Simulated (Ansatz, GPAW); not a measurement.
This is a calculation of V for Ansatz 0.2.0. 

The input input.yaml:

```yaml
crystal:
  lattice:
    - [-1.51435, 1.51435, 1.51435]
    - [1.51435, -1.51435, 1.51435]
    - [1.51435, 1.51435, -1.51435]
  atoms:
    - { symbol: V, position: [0.0, 0.0, 0.0], spin: 2.0 }
kpoints:
  mp_grid: { grid: [12, 12, 12] }
scf:
  occupations: { method: gaussian, width: 0.028 }
hamiltonian:
  xc: pbe
  pseudopotentials: { kind: all_electron, lapw: { basis_error: 0.001 } }
magnetization:
  spin_polarized: true
output:
  forces: true
  stress: true
  eigenvalues: true
```

Potentials or basis: all-electron LAPW, scalar-relativistic.

Command:

```bash
$ ansatz run input.yaml --threads 2 --pin off --max-ram 6144MiB --backend cpu --events-out ev --progress --plain --runs-dir out
```

Task: Set up the same calculation for GPAW 26.7.0 (ASE script). Potentials or basis there: GPAW PAW data sets (gpaw-data 1.2.1), cutoff 600 eV.

Result: As run (cutoffs and basis follow the program's own potentials, and thresholds, step limits or extra output files can differ):

run.py

```python
from ase import Atoms
from ase.dft.bandgap import bandgap
from ase.io import write
from ase.units import GPa
from gpaw import GPAW, PW

atoms = Atoms(['V'],
              cell=[[-1.51435, 1.51435, 1.51435],
                    [1.51435, -1.51435, 1.51435],
                    [1.51435, 1.51435, -1.51435]],
              scaled_positions=[[0.0, 0.0, 0.0]],
              pbc=True)
atoms.set_initial_magnetic_moments([2.0])

calc = GPAW(mode=PW(600),
            xc='PBE',
            kpts={'size': (12, 12, 12), 'gamma': True},
            occupations={'name': 'methfessel-paxton', 'order': 0, 'width': 0.028000000000000004},
            nbands=15,
            convergence={'density': 1e-05, 'energy': 1e-05},
            maxiter=150,
            txt='gpaw.txt')
atoms.calc = calc
energy = atoms.get_potential_energy()
forces = atoms.get_forces()
stress = atoms.get_stress()
calc.write('gs.gpw')
write('result.traj', atoms)
print(f'Energy: {energy:.6f} eV')
print('Forces (eV/A):')
print(forces.round(4))
print('Stress (GPa):', (stress / GPa).round(3))
print('Moments:', calc.get_magnetic_moments().round(3))
print('Fermi level:', round(calc.get_fermi_level(), 4), 'eV')
print(f'Gap: {bandgap(calc)[0]:.4f} eV, direct: {bandgap(calc, direct=True)[0]:.4f} eV')
```

Potentials or basis: GPAW PAW data sets (gpaw-data 1.2.1), pw.

The run is started by

```console
$ OMP_NUM_THREADS=1 python run.py
```

Both were run:

|  | Ansatz | GPAW |
| --- | --- | --- |
| Pressure | -5.3 GPa | -4.2 GPa |
| Net moment | 0.12 μB per cell | 0.11 μB per cell |

Where Ansatz's input types no cutoff or centring, it takes its own default and a Γ-centred mesh.

The magnetic state is the one that the start led to; the real crystal's order can differ.

Pressure is positive in compression.
